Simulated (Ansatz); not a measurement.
# Si2Mo (P6_222) in Ansatz: further runs

One crystal, Si2Mo, is run at these levels: PBE, LDA; tasks: relaxation of cell and atoms.

Program: Ansatz 0.2.0. These are calculated values, not measurements. Logs are shortened: lines on timing, memory, paths and dates and some standing lists are left out, and cuts for length are marked.

## Step 1: Starting point

Symmetry: P6_222, No. 180, hexagonal system. Conventional cell: a = 4.585 Å, b = 4.585 Å, c = 6.580 Å, α = 90.00°, β = 90.00°, γ = 120.00°. Mo (site symmetry 222) is surrounded by 10 Si at 2.57 to 2.67 Å. Around Si (site symmetry 2) lie 5 Si at 2.55 to 2.67 Å and 5 Mo at 2.57 to 2.67 Å.

Measurements of this composition are mostly on another form, of space group No. 139.

## Step 2: Relaxation of cell and atoms, PBE

input.yaml reads:

```yaml
crystal:
  lattice:
    - [4.5854715599, 0.0, 0.0]
    - [-2.29273578, 3.9711348592, 0.0]
    - [0.0, 0.0, 6.5797601]
  atoms:
    - { symbol: Mo, position: [0.5, 0.5, 0.8333333333] }
    - { symbol: Mo, position: [0.0, 0.5, 0.1666666667] }
    - { symbol: Mo, position: [0.5, 0.0, 0.5] }
    - { symbol: Si, position: [0.16387298, 0.32774596, 0.5] }
    - { symbol: Si, position: [0.67225404, 0.83612702, 0.1666666667] }
    - { symbol: Si, position: [0.83612702, 0.16387298, 0.8333333333] }
    - { symbol: Si, position: [0.83612702, 0.67225404, 0.5] }
    - { symbol: Si, position: [0.32774596, 0.16387298, 0.1666666667] }
    - { symbol: Si, position: [0.16387298, 0.83612702, 0.8333333333] }
hamiltonian:
  xc: pbe
  pseudopotentials: { kind: paw }
kpoints:
  mp_grid: { grid: [7, 7, 4] }
scf:
  occupations: { method: fermi_dirac, width: 0.05 }
output:
  forces: true
  stress: true
  eigenvalues: true
relax:
  f_tol: 0.01
  max_steps: 40
  cell: { stress_tol: 0.05 }
```

Potentials or basis: Ansatz PAW.

Started as:

```
ansatz run input.yaml --threads 4 --pin off --max-ram 11264MiB --backend cpu --events-out ev --progress --plain --runs-dir out
```

What it wrote:

```text
Warning: RAYON_NUM_THREADS=4 ignored (pool sized by the plan → 4); use --threads N
Engine: ansatz 0.2.0, aarch64-unknown-linux-gnu
Pseudopotentials: kind: paw
Pseudopotential: Mo, paw, valence charge 14, recommended cutoff 420 eV (normal), Mo.paw.azcp
Pseudopotential: Si, paw, valence charge 4, recommended cutoff 420 eV (normal), Si.paw.azcp
Functional definition: PBE
  parameter kappa = 0.804
  parameter beta = 0.06672455060314922
  exchange = pbe_x(kappa = kappa, mu = beta*pi^2/3)
  correlation = pbe_c(beta = beta)
Crystal: 9 atoms, lattice volume = 119.814 Å³
Basis set: ecut = 420 eV, 2331 PW (Γ), exchange–correlation on 64×64×90 points (8 copies of the dense FFT grid, shifted against one another)
Bands: 42, of which v1, the nominal top of the filled ones, is band 33 counted from 1 (32 counted from 0)
Symmetry: 12 space group operations
Space group: P6222 (ITA 180), of the structure as read, at distance tolerance 4.9e-5 Å
k-points: 24 of 196 (time reversal used)
Non-local potential: Mo, projectors of the file, l = 0: 3, l = 1: 2, l = 2: 2, l = 3: 1
Non-local potential: Si, projectors of the file, l = 0: 2, l = 1: 2, l = 2: 2
PAW form: soft (Blöchl's): semilocal exchange-correlation on the pseudo side does not see the compensation charge
PAW one-centre angular grid: Mo, 590 points (default); XC on 64 Gauss nodes
PAW one-centre angular grid: Si, 110 points (default); XC on 64 Gauss nodes
Initial density: superposition of atomic densities (neutral atoms: chi_scale 0, normalization atom), corrected by the library's trained network
Initial wavefunctions: pseudopotential atomic-orbital guess
Functional: x = pbe(κ = 0.804, μ = 0.2195149727645171), c = pbe(β = 0.06672455060314922)
SCF iter   1: F=—  HF=-18687.109495 eV  |F-HF|=—  |Δ(HF+E_count)|=         —  Δρ=6.71e-3  dr2=4.40e-2  ethr=1.77e-3  ⟨swp⟩=7.6  Hψ=4439  notcnv=0
preconditioner: auto → Resta (q_TF=auto, 2.470 Å⁻¹)  ε∞=10.3  [insulator: Δε(μ)=0.281 eV  Ē_g=7.216 eV  σ=0.050 eV  W_gap=0.89  n_scr=22 (ndim 8)  ℏωp=22.0 eV  f_vac=0.000  D(μ)=0.14/eV (n_scr^D=0)  ε∞_Penn≈10.3]
SCF iter   2: F=—  HF=-18687.107682 eV  |F-HF|=—  |Δ(HF+E_count)|=   1.81e-3  Δρ=3.33e-3  dr2=6.81e-3  ethr=6.67e-5  ⟨swp⟩=1.7  Hψ=1252  notcnv=0
SCF iter   3: F=—  HF=-18687.108037 eV  |F-HF|=—  |Δ(HF+E_count)|=   3.55e-4  Δρ=7.09e-4  dr2=3.00e-4  ethr=1.03e-5  ⟨swp⟩=2.4  Hψ=1282  notcnv=0
SCF iter   4: F=—  HF=-18687.108074 eV  |F-HF|=—  |Δ(HF+E_count)|=   3.67e-5  Δρ=7.04e-5  dr2=2.64e-6  ethr=4.54e-7  ⟨swp⟩=2.4  Hψ=1446  notcnv=0
SCF iter   5: F=—  HF=-18687.108074 eV  |F-HF|=—  |Δ(HF+E_count)|=   6.12e-7  Δρ=8.42e-6  dr2=4.35e-8  ethr=4.00e-9  ⟨swp⟩=2.3  Hψ=1624  notcnv=0
SCF iter   6: F=-18687.108074 eV  HF=-18687.108074 eV  |F-HF|=1.16e-10  |Δ(HF+E_count)|=   7.23e-9  Δρ=1.13e-6  dr2=8.75e-10  ethr=6.59e-11  ⟨swp⟩=6.7  Hψ=3629  notcnv=0
SCF 1 converged in 6 iterations: F = -18687.108074 eV  dr2 = 8.75e-10
relax step   1: F+E_penalty+E_count = -18687.10807423 eV  Δ(F+E_penalty+E_count) = +0.000e0 eV  max|allowed force component| = 1.009e-2 eV/Å  Δτ_max = 0.0000 Å  P = +3.531 GPa  Ω = 119.814 Å³  (6 SCF iters, dr2 threshold 1.00e-7 eV, accepted)
Crystal: 9 atoms, lattice volume = 122.304 Å³
Basis set: ecut = 420 eV, 2405 PW (Γ), exchange–correlation on 64×64×90 points (8 copies of the dense FFT grid, shifted against one another)
Initial density: handed on by an earlier stage of this run
Initial wavefunctions: those handed on with the density
iter 1 solved again at ethr=3.37e-6 eV; its pass at ethr=3.10e-3 eV (dr2=2.22e-3 eV) is discarded
SCF iter   1: F=—  HF=-18687.128344 eV  |F-HF|=—  |Δ(HF+E_count)|=         —  Δρ=1.23e-3  dr2=2.39e-3  ethr=3.37e-6  ⟨swp⟩=1.7  Hψ=4966  notcnv=0
preconditioner: auto → Resta (q_TF=auto, 2.462 Å⁻¹)  ε∞=10.4  [insulator: Δε(μ)=0.273 eV  Ē_g=7.094 eV  σ=0.050 eV  W_gap=0.88  n_scr=22 (ndim 8)  ℏωp=21.8 eV  f_vac=0.000  D(μ)=0.16/eV (n_scr^D=0)  ε∞_Penn≈10.4]
SCF iter   2: F=—  HF=-18687.127903 eV  |F-HF|=—  |Δ(HF+E_count)|=   4.41e-4  Δρ=6.62e-4  dr2=4.92e-4  ethr=3.37e-6  ⟨swp⟩=1.7  Hψ=1109  notcnv=0
SCF iter   3: F=—  HF=-18687.127797 eV  |F-HF|=—  |Δ(HF+E_count)|=   1.06e-4  Δρ=1.15e-4  dr2=9.81e-6  ethr=7.46e-7  ⟨swp⟩=2.0  Hψ=1243  notcnv=0
iter 4 did not close the SCF: its close was put off for the readings that it lacked (scf_convergence_deferred on its scf_iter line)
SCF iter   4: F=-18687.127798 eV  HF=-18687.127798 eV  |F-HF|=2.52e-8  |Δ(HF+E_count)|=   8.11e-7  Δρ=1.44e-5  dr2=1.58e-7  ethr=1.49e-8  ⟨swp⟩=2.7  Hψ=1675  notcnv=0
iter 5 did not close the SCF: its close was put off for the readings that it lacked (scf_convergence_deferred on its scf_iter line)
SCF iter   5: F=-18687.127798 eV  HF=-18687.127798 eV  |F-HF|=2.70e-9  |Δ(HF+E_count)|=   8.45e-9  Δρ=1.61e-6  dr2=4.17e-9  ethr=2.39e-10  ⟨swp⟩=2.2  Hψ=1714  notcnv=0
SCF iter   6: F=-18687.127798 eV  HF=-18687.127798 eV  |F-HF|=0.00e0  |Δ(HF+E_count)|=  4.00e-10  Δρ=2.96e-7  dr2=7.28e-11  ethr=6.31e-12  ⟨swp⟩=1.7  Hψ=3105  notcnv=0
SCF 2 converged in 6 iterations: F = -18687.127798 eV  dr2 = 7.28e-11
[... 26 lines left out ...]
SCF 4 converged in 6 iterations: F = -18687.129373 eV  dr2 = 1.19e-12
relax step   4: F+E_penalty+E_count = -18687.12937308 eV  Δ(F+E_penalty+E_count) = -1.296e-5 eV  max|allowed force component| = 1.151e-3 eV/Å  Δτ_max = 0.0003 Å  P = +0.004 GPa  Ω = 121.809 Å³  energy of the carried Pulay correction = -4.827e-4 eV  (6 SCF iters, dr2 threshold 6.72e-9 eV, accepted)
Initial wavefunctions: pseudopotential atomic-orbital guess (no wavefunctions were taken with the density)
iter 1 solved again at ethr=4.04e-7 eV; its pass at ethr=3.10e-3 eV (dr2=2.67e-4 eV) is discarded
SCF iter   1: F=—  HF=-18687.129911 eV  |F-HF|=—  |Δ(HF+E_count)|=         —  Δρ=8.73e-5  dr2=3.03e-7  ethr=4.04e-7  ⟨swp⟩=3.1  Hψ=6890  notcnv=0
eigensolver tolerance schedule: the retry pair's looser diagonalisation over-reported the residual by 878.40 of it (diagonalisation noise at 0.13 of the residual, at the tolerance the schedule requests for it); recorded, not acted on — ethr = c·dr2/N_el stays at c = 1.0e-1
SCF iter   2: F=—  HF=-18687.129899 eV  |F-HF|=—  |Δ(HF+E_count)|=   1.19e-5  Δρ=4.43e-5  dr2=7.32e-8  ethr=4.60e-10  ⟨swp⟩=2.0  Hψ=1749  notcnv=0
SCF iter   3: F=—  HF=-18687.129903 eV  |F-HF|=—  |Δ(HF+E_count)|=   3.77e-6  Δρ=4.38e-6  dr2=3.26e-9  ethr=1.11e-10  ⟨swp⟩=2.1  Hψ=1803  notcnv=0
SCF iter   4: F=—  HF=-18687.129903 eV  |F-HF|=—  |Δ(HF+E_count)|=   3.40e-8  Δρ=4.67e-7  dr2=3.41e-10  ethr=4.94e-12  ⟨swp⟩=2.5  Hψ=1812  notcnv=0
iter 5 did not close the SCF: its close was put off for the readings that it lacked (scf_convergence_deferred on its scf_iter line)
SCF iter   5: F=-18687.129903 eV  HF=-18687.129903 eV  |F-HF|=3.64e-12  |Δ(HF+E_count)|=  2.91e-11  Δρ=8.04e-8  dr2=4.92e-12  ethr=1.00e-12  ⟨swp⟩=2.4  Hψ=1332  notcnv=0
SCF iter   6: F=-18687.129903 eV  HF=-18687.129903 eV  |F-HF|=3.64e-12  |Δ(HF+E_count)|=    0.00e0  Δρ=1.33e-8  dr2=2.59e-13  ethr=1.00e-12  ⟨swp⟩=2.5  Hψ=2824  notcnv=0
SCF 5 converged in 6 iterations: F = -18687.129903 eV  dr2 = 2.59e-13
relax step   5: F+E_penalty+E_count = -18687.12990254 eV  Δ(F+E_penalty+E_count) = -5.295e-4 eV  max|allowed force component| = 1.173e-3 eV/Å  Δτ_max = 0.0000 Å  P = +0.008 GPa  Ω = 121.809 Å³  stress off target by 1.29e-2 GPa  SCF on the basis re-selected at this cell (its energy is not comparable with the rows above)  (6 SCF iters)
basis re-selected at this cell: Δ(F+E_penalty+E_count) = -5.295e-4 eV, ΔP = +0.004 GPa vs the last step (what re-selecting the basis moved, of the pressure what is left beyond the Pulay correction that the steps carried, after the strain that the cell walked since its last selection, with what the two solves' SCF thresholds leave and, on support functions, any second-order correction that the steps lacked; it is no measure of the basis error at this ecutwfc). This SCF's stress stands 1.29e-2 GPa from its target on what of the cell is left free (relax.cell.stress_tol is 5.00e-2 GPa) and its largest allowed force component is 1.17e-3 eV/Å (relax.f_tol is 1.00e-2 eV/Å): within both
SCF converged after 6 iterations
Free energy (F): -18687.129903 eV
Harris-Foulkes:  -18687.129903 eV  (|F-HF|=3.64e-12)
Internal energy: -18687.128150 eV  (E = F + TS)
E sigma→0 (E₀):  -18687.129026 eV
Entropy (-TS):   -0.001752 eV (-0.195 meV/atom)
Fermi energy:    16.375814 eV
--- Per-component energies (eV) ---
  E_band       = -145.893796
  E_kinetic    = 1592.538097
  E_local      = -3459.345979  (includes V_loc(G=0)·N_el)
  E_nonlocal   = 578.309753
  E_hartree    = 1287.453802
  E_xc         = -894.523322
  E_vxc        = -985.277190  (∫ρ·V_xc dr)
  E_paw        = -12680.455969  (= ΣΔE_a)
  E_vpaw       = -447.026285  (= ΣTr[D̂ρ^β])
  E_aug_tail   = 0.000176  (compensation charges beyond the density's cutoff)
  E_ewald      = -5111.104708
  E_smearing   = -0.001752  (= −TS)
  E_closure    = 0.000000  (closes the sum)
  Σ components = -18687.129903   (vs F -18687.129903, Δ=0.00e0)
--- Forces (eV/Å), atoms counted from 1 ---
  atom   1  Mo     0.00000000     0.00000000     0.00000000
  atom   2  Mo    -0.00000000     0.00000000    -0.00000000
  atom   3  Mo    -0.00000000     0.00000000     0.00000000
  atom   4  Si    -0.00000000     0.00117317    -0.00000000
  atom   5  Si    -0.00101599    -0.00058658     0.00000000
  atom   6  Si    -0.00101599     0.00058658    -0.00000000
  atom   7  Si     0.00000000    -0.00117317     0.00000000
  atom   8  Si     0.00101599     0.00058658     0.00000000
  atom   9  Si     0.00101599    -0.00058658    -0.00000000
  max |Σ_I F_I| component: 1.71e-16 eV/Å
--- Stress (GPa, compression-positive) ---
        0.012910      -0.000000       0.000000
        0.000000       0.012910      -0.000000
       -0.000000      -0.000000      -0.003287
  P = ⅓ Tr σ = 0.0075 GPa (0.075 kbar)
--- Band table (eV; the first three rows and the last of 24) ---
  k-point 0: bands = ["-44.8106", "-44.7824", "-44.7824", "-19.0373", "-19.0356", "-19.0356", "-19.0292", "-19.0292", "-18.9475", "-18.8888", "-18.8888", "-18.8738", "2.4125", "5.4681", "5.4681", "9.1507", "9.8498", "9.8498", "10.2539", "10.2539", "11.1284", "11.4850", "11.4850", "11.8017", "12.7292", "12.7292", "13.1591", "13.1591", "13.3505", "13.3505", "13.6120", "14.2491", "15.5497", "18.2840", "18.6349", "18.6349", "18.6983", "18.8071", "19.0960", "19.0960", "19.2407", "19.2407"]
  k-point 1: bands = ["-44.8080", "-44.7917", "-44.7756", "-19.0715", "-19.0395", "-19.0299", "-19.0177", "-18.9844", "-18.9492", "-18.9231", "-18.8893", "-18.8614", "2.6389", "4.2832", "6.6471", "9.3306", "9.7402", "9.8845", "9.9243", "10.7162", "10.7400", "11.0996", "11.1419", "11.3285", "12.8639", "12.9559", "13.0502", "13.2660", "13.5666", "13.9380", "14.0029", "14.2936", "15.9225", "18.3549", "18.3720", "18.5331", "18.7247", "18.7793", "18.8498", "18.8690", "19.1022", "19.1300"]
  k-point 2: bands = ["-44.8011", "-44.8011", "-44.7732", "-19.0842", "-19.0434", "-19.0167", "-19.0167", "-18.9464", "-18.9464", "-18.9305", "-18.9305", "-18.8512", "3.2908", "3.2908", "7.3651", "9.1337", "9.7416", "9.7416", "9.7509", "10.6991", "10.6991", "11.0822", "11.0822", "11.2991", "12.8025", "12.8339", "12.8339", "12.8916", "14.0346", "14.0346", "14.2488", "15.6357", "15.6357", "18.1197", "18.5351", "18.5351", "18.5723", "18.8612", "18.9391", "18.9391", "19.0078", "19.0078"]
  k-point 23: bands = ["-44.8007", "-44.7896", "-44.7845", "-19.0811", "-19.0713", "-19.0654", "-18.9990", "-18.9835", "-18.9716", "-18.8895", "-18.8864", "-18.8513", "5.1047", "5.2059", "5.8335", "6.7422", "7.0254", "8.2523", "10.2071", "10.3836", "10.9506", "11.5702", "12.5376", "12.5726", "12.9511", "12.9612", "13.1286", "13.2575", "14.1657", "14.5447", "14.7451", "15.0708", "15.8242", "16.9161", "17.3433", "17.5415", "18.0249", "18.1458", "18.3354", "18.4902", "18.8453", "19.5111"]
--- Relaxed structure (4 steps of the walk, 4 accepted, 1 SCFs on fresh bases) ---
  F+E_penalty+E_count = -18687.12990254 eV   max|allowed force component| = 1.173e-3 eV/Å   (the final SCF, on the basis selected at the relaxed cell)
  cell:  # Å, volume = 121.8093 Å³
    - [4.613403862744706, 2.904346149270287e-11, -6.717683282848042e-35]
    - [-2.306701931397505, 3.9953249430396514, -3.75166148657008e-35]
    - [-4.391237503298684e-34, 2.7846871972137993e-34, 6.6085609914382895]
  atoms:
    - { symbol: Mo, position: [0.5, 0.5, 0.8333333333333334] }
    - { symbol: Mo, position: [5.551115123125783e-17, 0.5, 0.16666666666666669] }
    - { symbol: Mo, position: [0.5, 7.583909318757933e-21, 0.5] }
    - { symbol: Si, position: [0.16397512529372107, 0.3279502505874422, 0.5] }
    - { symbol: Si, position: [0.6720497494125577, 0.8360248747062791, 0.16666666666666669] }
    - { symbol: Si, position: [0.8360248747062787, 0.16397512529372116, 0.8333333333333334] }
    - { symbol: Si, position: [0.8360248747062788, 0.6720497494125579, 0.5] }
    - { symbol: Si, position: [0.32795025058744215, 0.1639751252937211, 0.16666666666666669] }
    - { symbol: Si, position: [0.163975125293721, 0.8360248747062788, 0.8333333333333334] }
```

Run time: 19 s. Hardware: 4 threads of Arm Neoverse V1, shared host; peak memory 0.47 GiB.

What came out:

```
Free energy                            : -18687.1299 eV
Relaxed volume                         : 13.53 Å³/atom
Relaxed cell                           : a = 4.613 Å, b = 4.613 Å, c = 6.609 Å, α = 90.00°, β = 90.00°, γ = 120.00°
Space group after relaxing (to 0.05 Å) : P6_222 (No. 180)
Energy gained by relaxing              : 2.4 meV/atom
Ionic steps                            : 5
Pressure after relaxing                : 0.0 GPa
Band gap on the k mesh                 : 0.27 eV, indirect (least direct gap 0.61 eV)
```

Step by step:
| step | energy change (eV) | largest force (eV/Å) | volume (Å³) |
| --- | --- | --- | --- |
| 1 | 0.0000 | 0.0101 | 119.81 |
| 2 | -0.0197 | 0.0304 | 122.30 |
| 3 | -0.0213 | 0.0064 | 121.82 |
| 4 | -0.0213 | 0.0012 | 121.81 |
| 5 | -0.0218 | 0.0012 | 121.81 |

Final structure:
```
CELL_PARAMETERS angstrom
4.61340 0.00000 0.00000
-2.30670 3.99532 0.00000
0.00000 0.00000 6.60856
ATOMIC_POSITIONS crystal
Mo 0.50000 0.50000 0.83333
Mo 0.00000 0.50000 0.16667
Mo 0.50000 0.00000 0.50000
Si 0.16398 0.32795 0.50000
Si 0.67205 0.83602 0.16667
Si 0.83602 0.16398 0.83333
Si 0.83602 0.67205 0.50000
Si 0.32795 0.16398 0.16667
Si 0.16398 0.83602 0.83333
```

Caveat: odd divisions of the mesh miss points on the zone boundary, where band edges often lie, so the gap on the mesh can be too wide; the plane-wave basis is chosen anew once the cell has moved, so the energies of steps on either side of that aren't comparable. A k mesh can miss the band edges.

## Step 3: Relaxation of cell and atoms, LDA

Changes to input.yaml since step 2:

```diff
@@ -16,3 +16,3 @@
 hamiltonian:
-  xc: pbe
+  xc: lda
   pseudopotentials: { kind: paw }
```

Potentials or basis: Ansatz PAW.

Started as:

```
ansatz run input.yaml --threads 4 --pin off --max-ram 11264MiB --backend cpu --events-out ev --progress --plain --runs-dir out
```

What it wrote:

```text
Warning: RAYON_NUM_THREADS=4 ignored (pool sized by the plan → 4); use --threads N
[... 4 set-up lines as earlier in the session ...]
Functional definition: SPW92
[... 133 lines left out ...]
  k-point 23: bands = ["-44.1306", "-44.1172", "-44.1109", "-18.5142", "-18.5010", "-18.4946", "-18.4164", "-18.3978", "-18.3817", "-18.2904", "-18.2863", "-18.2452", "5.4285", "5.5244", "6.1604", "7.0605", "7.3591", "8.5835", "10.5163", "10.6996", "11.2716", "11.9748", "12.8798", "12.9359", "13.3412", "13.3446", "13.5516", "13.6829", "14.5514", "14.9473", "15.1632", "15.5073", "16.2998", "17.4317", "17.8764", "18.0601", "18.6091", "18.7231", "18.8817", "19.0224", "19.4850", "20.1387"]
--- Relaxed structure (4 steps of the walk, 4 accepted, 1 SCFs on fresh bases) ---
  F+E_penalty+E_count = -18185.52394614 eV   max|allowed force component| = 2.048e-4 eV/Å   (the final SCF, on the basis selected at the relaxed cell)
  cell:  # Å, volume = 117.1312 Å³
    - [4.550870202565771, 2.8649780628584462e-11, -1.8287026714260166e-34]
    - [-2.275435101307697, 3.941169204733268, 1.1729150858331866e-34]
    - [-5.622926071297095e-34, 4.2841341495596913e-35, 6.530599333436457]
  atoms:
    - { symbol: Mo, position: [0.5000000000000001, 0.5000000000000001, 0.8333333333333335] }
    - { symbol: Mo, position: [-5.551115123125783e-17, 0.5, 0.1666666666666667] }
    - { symbol: Mo, position: [0.5000000000000001, -7.583909318758022e-22, 0.5000000000000001] }
    - { symbol: Si, position: [0.16422144007416625, 0.32844288014833245, 0.5000000000000001] }
    - { symbol: Si, position: [0.6715571198516677, 0.8357785599258338, 0.1666666666666667] }
    - { symbol: Si, position: [0.8357785599258343, 0.16422144007416623, 0.8333333333333335] }
    - { symbol: Si, position: [0.835778559925834, 0.6715571198516678, 0.5000000000000001] }
    - { symbol: Si, position: [0.3284428801483325, 0.16422144007416623, 0.1666666666666667] }
    - { symbol: Si, position: [0.16422144007416623, 0.8357785599258338, 0.8333333333333335] }
```

It took 15 s on 4 threads of Arm Neoverse V2, shared host; peak memory 0.46 GiB.

Results:

| Property | Result |
| --- | --- |
| Free energy | -18185.5239 eV |
| Relaxed volume | 13.01 Å³/atom |
| Relaxed cell | a = 4.551 Å, b = 4.551 Å, c = 6.531 Å, α = 90.00°, β = 90.00°, γ = 120.00° |
| Space group after relaxing (to 0.05 Å) | P6_222 (No. 180) |
| Energy gained by relaxing | 4.8 meV/atom |
| Ionic steps | 5 |
| Pressure after relaxing | 0.0 GPa |
| Band gap on the k mesh | 0.24 eV, indirect (least direct gap 0.62 eV) |

The path:
```
step  energy change (eV)  largest force (eV/Å)  volume (Å³)
   1              0.0000                0.0543       119.81
   2             -0.0398                0.0388       116.38
   3             -0.0433                0.0039       117.16
   4             -0.0434                0.0002       117.13
   5             -0.0428                0.0002       117.13
```

Final structure:
```cif
data_structure
_symmetry_space_group_name_H-M 'P 1'
_symmetry_Int_Tables_number 1
_cell_length_a 4.5509
_cell_length_b 4.5509
_cell_length_c 6.5306
_cell_angle_alpha 90.000
_cell_angle_beta 90.000
_cell_angle_gamma 120.000
_cell_volume 117.13
loop_
_atom_site_label
_atom_site_type_symbol
_atom_site_fract_x
_atom_site_fract_y
_atom_site_fract_z
_atom_site_occupancy
Mo1 Mo 0.50000 0.50000 0.83333 1
Mo2 Mo 0.00000 0.50000 0.16667 1
Mo3 Mo 0.50000 0.00000 0.50000 1
Si1 Si 0.16422 0.32844 0.50000 1
Si2 Si 0.67156 0.83578 0.16667 1
Si3 Si 0.83578 0.16422 0.83333 1
Si4 Si 0.83578 0.67156 0.50000 1
Si5 Si 0.32844 0.16422 0.16667 1
Si6 Si 0.16422 0.83578 0.83333 1
```

Levels at points of the mesh, in eV from the valence-band top:
```tsv
k point	band 30	band 31	band 32	band 33	band 34	band 35	band 36	band 37
(0.00, 0.00, 0.00)	-2.96	-2.66	-2.01	-0.76	2.12	2.51	2.51	2.65
(0.00, 0.00, -0.50)	-2.23	-1.96	-0.66	-0.66	2.00	2.44	2.44	2.44
```

Caveat: odd divisions of the mesh miss points on the zone boundary, where band edges often lie, so the gap on the mesh can be too wide; the plane-wave basis is chosen anew once the cell has moved, so the energies of steps on either side of that aren't comparable; the PAW data sets come from PBE, with cores solved anew for the run's functional, which leaves a small shift of forces and pressure. A k mesh can miss the band edges.
